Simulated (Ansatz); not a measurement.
# BN (R3m) in Ansatz: convergence with smearing width

Aim: find how far smearing width must go before the results for BN settle, at PBEsol. This setting moves, with any that are tied to it; all else stays.

Everything below comes from runs of Ansatz 0.2.0. Logs are shortened: lines on timing, memory, paths and dates and some standing lists are left out, and cuts for length are marked.

## (1) Starting point

Symmetry: R3m, No. 160, trigonal system. Conventional cell: a = 2.502 Å, b = 2.502 Å, c = 10.119 Å, α = 90.00°, β = 90.00°, γ = 120.00°. N (site symmetry 3m) has 3 B at 1.44 Å as nearest neighbours. B (site symmetry 3m) is surrounded by 3 N at 1.44 Å.

The cell is a database's computed one.

## (2) With smearing width 0.3 eV

File input.yaml:

```yaml
crystal:
  lattice:
    - [1.2511217832, 0.7223354983, 3.3729344033]
    - [-1.2511217832, 0.7223354983, 3.3729344033]
    - [0.0, -1.4446709966, 3.3729344033]
  atoms:
    - { symbol: "N", position: [0.6672382, 0.6672382, 0.6672382] }
    - { symbol: B, position: [0.0003288, 0.0003288, 0.0003288] }
kpoints:
  mp_grid: { grid: [12, 12, 12] }
scf:
  occupations: { method: fermi_dirac, width: 0.3 }
hamiltonian:
  xc: pbesol
  pseudopotentials: { kind: all_electron, lapw: { basis_error: 0.001 } }
output:
  forces: true
  stress: true
  eigenvalues: true
```

Potentials or basis: all-electron LAPW, scalar-relativistic.

Run with:

```console
$ ansatz run input.yaml --threads 1 --pin off --max-ram 3072MiB --backend cpu --events-out ev --progress --plain --runs-dir out
```

What it wrote:

```text
Warning: RAYON_NUM_THREADS=1 ignored (pool sized by the plan → 1); use --threads N
LAPW: plane waves up to 11.734 Å⁻¹, error target 1.0e-3 eV per atom; small_component_spin mean_spin; B in spheres of 0.682 Å, 5 of its electrons in bands, Dirac shells []; N in spheres of 0.762 Å, 7 of its electrons in bands, Dirac shells [] (how accurate: hamiltonian.pseudopotentials.lapw.basis_error, Limitations)
Engine: ansatz 0.2.0, aarch64-unknown-linux-gnu
Pseudopotentials: kind: all_electron
Pseudopotential: N, LAPW, valence charge 7, lapw/all_electron/scalar/gaussian/N, Koelling and Harmon's equation, gaussian nucleus
Pseudopotential: B, LAPW, valence charge 5, lapw/all_electron/scalar/gaussian/B, Koelling and Harmon's equation, gaussian nucleus
Functional definition: PBEsol
  exchange = pbesol_x
  correlation = pbesol_c
Crystal: 2 atoms, lattice volume = 18.289 Å³
Basis set: ecut = 524.6092959444856 eV, 517 PW (Γ), FFT grids on a1−a3, a2−a3, a3, exchange–correlation at level 2
Bands: 10, of which v1, the nominal top of the filled ones, is band 6 counted from 1 (5 counted from 0)
Symmetry: 6 space group operations
Space group: R3m (ITA 160), of the structure as read, at distance tolerance 2.6e-5 Å
k-points: 189 of 1728 (time reversal used)
Non-local potential: N, projectors of the file, none
Non-local potential: B, projectors of the file, none
Initial density: superposition of atomic densities (chi_scale 0.1, normalization cell, long waves kept (reshape's long-wave potential 0.00 eV rms))
Initial wavefunctions: plane waves of lowest kinetic energy (no species holds an atomic orbital)
Functional: x = pbesol(κ = 0.804, μ = 0.12345679012345678), c = pbesol(β = 0.046)
iter 1 solved again at ethr=3.48e-2 eV; its pass at ethr=1.00e-1 eV (dr2=4.18e0 eV) is discarded
SCF iter   1: F=—  HF=-2161.975547 eV  |F-HF|=—  |Δ(HF+E_count)|=         —  Δρ=1.52e-1  dr2=4.18e0  ethr=3.48e-2  ⟨swp⟩=2.0  Hψ=13442  notcnv=0
preconditioner: auto → none  [insulator: Δε(μ)=6.019 eV  Ē_g=19.883 eV  σ=0.300 eV  W_gap=1.00  n_scr=2 (ndim 8)  ℏωp=24.6 eV  f_vac=0.000  D(μ)=0.00/eV (n_scr^D=0)  ε∞_Penn≈2.5]
iter 2 solved again at ethr=3.02e-3 eV; its pass at ethr=3.48e-2 eV (dr2=3.63e-1 eV) is discarded
SCF iter   2: F=—  HF=-2160.390133 eV  |F-HF|=—  |Δ(HF+E_count)|=    1.59e0  Δρ=5.76e-2  dr2=3.63e-1  ethr=3.02e-3  ⟨swp⟩=2.0  Hψ=9723  notcnv=0
SCF iter   3: F=—  HF=-2160.217943 eV  |F-HF|=—  |Δ(HF+E_count)|=   1.72e-1  Δρ=2.23e-2  dr2=6.11e-2  ethr=3.02e-3  ⟨swp⟩=3.0  Hψ=5172  notcnv=0
SCF iter   4: F=—  HF=-2160.201791 eV  |F-HF|=—  |Δ(HF+E_count)|=         —  Δρ=5.00e-3  dr2=2.46e-3  ethr=5.09e-4  ⟨swp⟩=3.0  Hψ=4771  notcnv=0
the basis was enlarged: its passes take 48.4 KiB over the memory plan, 1 of 1 planned eigensolver slots
SCF iter   5: F=—  HF=-2160.201676 eV  |F-HF|=—  |Δ(HF+E_count)|=   1.14e-4  Δρ=5.40e-4  dr2=2.52e-5  ethr=2.05e-5  ⟨swp⟩=3.0  Hψ=4653  notcnv=0
SCF iter   6: F=—  HF=-2160.201683 eV  |F-HF|=—  |Δ(HF+E_count)|=   6.78e-6  Δρ=3.98e-5  dr2=1.20e-7  ethr=2.10e-7  ⟨swp⟩=3.0  Hψ=4705  notcnv=0
SCF iter   7: F=-2160.201683 eV  HF=-2160.201683 eV  |F-HF|=2.06e-9  |Δ(HF+E_count)|=   1.12e-7  Δρ=3.61e-6  dr2=3.26e-9  ethr=1.00e-9  ⟨swp⟩=3.0  Hψ=4611  notcnv=0
SCF 1 converged in 7 iterations: F = -2160.201683 eV  dr2 = 3.26e-9
SCF converged after 7 iterations
Free energy (F): -2160.201683 eV
Harris-Foulkes:  -2160.201683 eV  (|F-HF|=2.06e-9)
Internal energy: -2160.201129 eV  (E = F + TS)
E sigma→0 (E₀):  -2160.201406 eV
Entropy (-TS):   -0.000554 eV (-0.277 meV/atom)
Fermi energy:    6.847744 eV
--- Per-component energies (eV) ---
  E_band       = -1087.465908
  E_kinetic    = 2152.343725
  E_xc         = -290.245051
  E_electrostatic = -4022.299803  (all electrons and nuclei)
  E_smearing   = -0.000554  (= −TS)
  E_closure    = 0.000000  (closes the sum)
  E_atoms      = -2141.847337  (free atoms, spherical and without spin; not in F)
  Σ components = -2160.201683   (vs F -2160.201683, Δ=0.00e0)
  Basis errors (estimates in eV, not in F): energy 6.3e-4 per atom: plane waves 6.0e-4 (3.9e-4 summed), levels above the bands 1.0e-19, relativity 1.5e-8, radial functions 2.8e-5, core shells 0.0e0; eigenvalues (radial functions only) 4.8e-6; not estimated: angular momenta, meshes, grids; target (lapw.basis_error) 1.0e-3; muffin-tin radii B 0.682 Å, N 0.762 Å
--- Forces (eV/Å), atoms counted from 1 ---
  atom   1  N      0.00000000     0.00000000    -0.00272595
  atom   2  B      0.00000000    -0.00000000     0.00274485
  max |Σ_I F_I| component: 1.89e-5 eV/Å
--- Stress (GPa, compression-positive) ---
        0.811956       0.000000       0.000000
        0.000000       0.811956       0.000000
       -0.000000       0.000000       0.487723
  P = ⅓ Tr σ = 0.7039 GPa (7.039 kbar)
--- Band table (eV; the first three rows and the last of 189) ---
  k-point 0: bands = ["-368.1469", "-165.8677", "-13.0683", "0.4648", "3.3999", "3.3999", "9.6425", "16.3115", "16.3115", "17.7836"]
  k-point 1: bands = ["-368.1469", "-165.8677", "-12.9299", "0.6139", "2.8309", "3.1412", "9.9249", "16.2310", "16.9062", "17.3114"]
  k-point 2: bands = ["-368.1469", "-165.8676", "-12.5224", "1.0467", "1.4135", "2.5114", "10.6687", "15.9737", "16.1530", "18.5220"]
  k-point 188: bands = ["-368.1469", "-165.8676", "-12.8014", "-1.5371", "3.3825", "3.3825", "14.6432", "16.2400", "16.2400", "16.8986"]
```

It took 30 s on 1 thread of Arm Neoverse V2, shared host; peak memory 0.4 GiB.

Results:

| Item | Value |
| --- | --- |
| Free energy | -2160.2017 eV |
| Pressure | 0.7 GPa |
| Band gap on the k mesh | 4.18 eV, indirect (least direct gap 4.64 eV) |

## (3) With smearing width 0.2 eV

Edit input.yaml of step 2 so:

```diff
@@ -11,3 +11,3 @@
 scf:
-  occupations: { method: fermi_dirac, width: 0.3 }
+  occupations: { method: fermi_dirac, width: 0.2 }
 hamiltonian:
```

Potentials or basis: all-electron LAPW, scalar-relativistic.

Run with:

```console
$ ansatz run input.yaml --threads 1 --pin off --max-ram 3072MiB --backend cpu --events-out ev --progress --plain --runs-dir out
```

Run time: 31 s. Hardware: 1 thread of Arm Neoverse V2, shared host; peak memory 0.4 GiB.

What came out:

```yaml
Free_energy: -2160.2016 eV
Pressure: 0.7 GPa
Band_gap_on_the_k_mesh: 4.18 eV, indirect (least direct gap 4.64 eV)
```

## (4) With smearing width 0.15 eV

Edit input.yaml of step 3 so:

```diff
@@ -11,3 +11,3 @@
 scf:
-  occupations: { method: fermi_dirac, width: 0.2 }
+  occupations: { method: fermi_dirac, width: 0.15 }
 hamiltonian:
```

Run with:

```console
$ ansatz run input.yaml --threads 1 --pin off --max-ram 3072MiB --backend cpu --events-out ev --progress --plain --runs-dir out
```

Run time: 30 s. Hardware: 1 thread of Arm Neoverse V2, shared host; peak memory 0.4 GiB.

What came out:

```
Free energy            : -2160.2016 eV
Pressure               : 0.7 GPa
Band gap on the k mesh : 4.18 eV, indirect (least direct gap 4.64 eV)
```

## (5) With smearing width 0.1 eV

Edit input.yaml of step 4 so:

```diff
@@ -11,3 +11,3 @@
 scf:
-  occupations: { method: fermi_dirac, width: 0.15 }
+  occupations: { method: fermi_dirac, width: 0.1 }
 hamiltonian:
```

Run with:

```console
$ ansatz run input.yaml --threads 1 --pin off --max-ram 3072MiB --backend cpu --events-out ev --progress --plain --runs-dir out
```

Wall time 29 s (1 thread of Arm Neoverse V2, shared host); peak memory 0.4 GiB.

Results:

```yaml
Free_energy: -2160.2016 eV
Pressure: 0.7 GPa
Band_gap_on_the_k_mesh: 4.18 eV, indirect (least direct gap 4.64 eV)
```

## (6) With smearing width 0.05 eV

Edit input.yaml of step 5 so:

```diff
@@ -11,3 +11,3 @@
 scf:
-  occupations: { method: fermi_dirac, width: 0.1 }
+  occupations: { method: fermi_dirac, width: 0.05 }
 hamiltonian:
```

Potentials or basis: all-electron LAPW, scalar-relativistic.

Run with:

```console
$ ansatz run input.yaml --threads 1 --pin off --max-ram 3072MiB --backend cpu --events-out ev --progress --plain --runs-dir out
```

It took 30 s on 1 thread of Arm Neoverse V2, shared host; peak memory 0.4 GiB.

Results:

```yaml
Free_energy: -2160.2016 eV
Pressure: 0.7 GPa
Band_gap_on_the_k_mesh: 4.18 eV, indirect (least direct gap 4.64 eV)
```

## (7) With smearing width 0.025 eV

Edit input.yaml of step 6 so:

```diff
@@ -11,3 +11,3 @@
 scf:
-  occupations: { method: fermi_dirac, width: 0.05 }
+  occupations: { method: fermi_dirac, width: 0.025 }
 hamiltonian:
```

Run with:

```console
$ ansatz run input.yaml --threads 1 --pin off --max-ram 3072MiB --backend cpu --events-out ev --progress --plain --runs-dir out
```

It took 28 s on 1 thread of Arm Neoverse V2, shared host; peak memory 0.39 GiB.

It converged, with:

| Property | Result |
| --- | --- |
| Free energy | -2160.2016 eV |
| Pressure | 0.7 GPa |
| Band gap on the k mesh | 4.18 eV, indirect (least direct gap 4.64 eV) |

## (8) With smearing width 0.01 eV

Edit input.yaml of step 7 so:

```diff
@@ -11,3 +11,3 @@
 scf:
-  occupations: { method: fermi_dirac, width: 0.025 }
+  occupations: { method: fermi_dirac, width: 0.01 }
 hamiltonian:
```

Run with:

```console
$ ansatz run input.yaml --threads 1 --pin off --max-ram 3072MiB --backend cpu --events-out ev --progress --plain --runs-dir out
```

It took 27 s on 1 thread of Arm Neoverse V2, shared host; peak memory 0.4 GiB.

Results (log left out):

```yaml
Free_energy: -2160.2016 eV
Pressure: 0.7 GPa
Band_gap_on_the_k_mesh: 4.18 eV, indirect (least direct gap 4.64 eV)
```

## (9) Summary

```
smearing width  energy less the tightest run, at zero smearing (meV/atom)  SCF cycles  CPU time (s)  peak memory (GiB)
        0.3 eV                                                       0.11           7            30                0.4
        0.2 eV                                                       0.00           7            31                0.4
       0.15 eV                                                       0.00           7            30                0.4
        0.1 eV                                                       0.00           7            29                0.4
       0.05 eV                                                       0.00           7            30                0.4
      0.025 eV                                                       0.00           6            28               0.39
       0.01 eV                                                       0.00           6            27                0.4
```

Against the tightest run, the energy stays within 1 meV/atom from 0.3 eV on. The tightest run that finished is the yardstick and may itself not be fully converged.
